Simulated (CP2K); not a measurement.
BN:

```xyz
2
Lattice="2.5640 0.0000 0.0000 1.2820 2.2205 0.0000 1.2820 0.7402 2.0935" Properties=species:S:1:pos:R:3 pbc="T T T"
N     1.2820    0.7402    0.5234
B     0.0000    0.0000    0.0000
```

The cell is a database's computed one.

Base run:

```yaml
Program: CP2K 2026.2
Functional: PBE
Potentials_or_basis: GTH_POTENTIALS N GTH-PADE-q5, B GTH-PADE-q3; DZVP-MOLOPT-SR-GTH basis
Density_cutoff: 6123 eV
k_mesh: 13 × 13 × 13
Occupations: fermi-dirac, width 0.05 eV
Spin: no spin polarisation
```

Its results: band gap on the k mesh 4.76 eV, indirect (least direct gap 8.72 eV); pressure -9.6 GPa.

**Question.** The run is repeated on the same cell with these changes: potentials or basis from GTH_POTENTIALS N GTH-PADE-q5, B GTH-PADE-q3; DZVP-MOLOPT-SR-GTH basis to GTH_POTENTIALS N GTH-BLYP-q5, B GTH-BLYP-q3; DZVP-MOLOPT-SR-GTH basis; potentials from N GTH-PADE-q5 of GTH_POTENTIALS, B GTH-PADE-q3 of GTH_POTENTIALS to N GTH-BLYP-q5 of GTH_POTENTIALS, B GTH-BLYP-q3 of GTH_POTENTIALS. What comes out?

**Answer.** Band gap on the k mesh 4.63 eV, indirect (least direct gap 8.69 eV); pressure 0.5 GPa.

Caveats: the potentials were made for another functional, which shifts forces and pressure; the basis of atomic orbitals isn't converged, which shifts pressures, moduli and gaps.

A k mesh can miss the band edges.
